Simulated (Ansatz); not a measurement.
This run works on a generated trial structure, not on a known crystal.

Input and command of a plane-wave DFT calculation in Ansatz:

```yaml
crystal:
  lattice:
    - [2.566878624, 0.0, 0.0]
    - [-1.283439312, 2.2229820968, 0.0]
    - [0.0, 0.0, 12.4270822797]
  atoms:
    - { symbol: Fe, position: [0.6666666667, 0.3333333333, 0.6701494884], spin: 2.9 }
    - { symbol: Fe, position: [0.0, 0.0, 0.5], spin: 2.9 }
    - { symbol: Fe, position: [0.3333333333, 0.6666666667, 0.3298505116], spin: 2.9 }
    - { symbol: Fe, position: [0.6666666667, 0.3333333333, 0.1611632343], spin: 2.9 }
    - { symbol: Fe, position: [0.3333333333, 0.6666666667, 0.8388367657], spin: 2.9 }
    - { symbol: Co, position: [0.0, 0.0, 0.0], spin: 1.85 }
basis:
  ecutwfc: 420
kpoints:
  mp_grid: { grid: [18, 18, 4] }
hamiltonian:
  xc: pbe
scf:
  occupations: { method: gaussian, width: 0.1 }
output:
  forces: true
  stress: true
  eigenvalues: true
  populations: true
  write_density: true
  write_potential: true
  elf: true
  volumetric_format: npy
magnetization:
  spin_polarized: true
relax:
  adjacent_minimum: "off"
  f_tol: 0.01
  max_steps: 80
  cell: { stress_tol: 0.05 }
```

```bash
ansatz run input.yaml --threads 4 --pin off --max-ram 8192MiB --backend cpu --events-out ev --progress --plain --runs-dir out
```

Processor: AMD EPYC (Zen 3), 4 threads, on a host shared with other jobs.

Problem. How long does it run, and how much memory does it take?

Solution. About 7.3 min, peak memory 1.2 GiB. It solves 69 bands at 138 k points (after reduction by symmetry) with about 1427 plane waves (on the last cell), in 75 SCF iterations over 6 ionic steps.
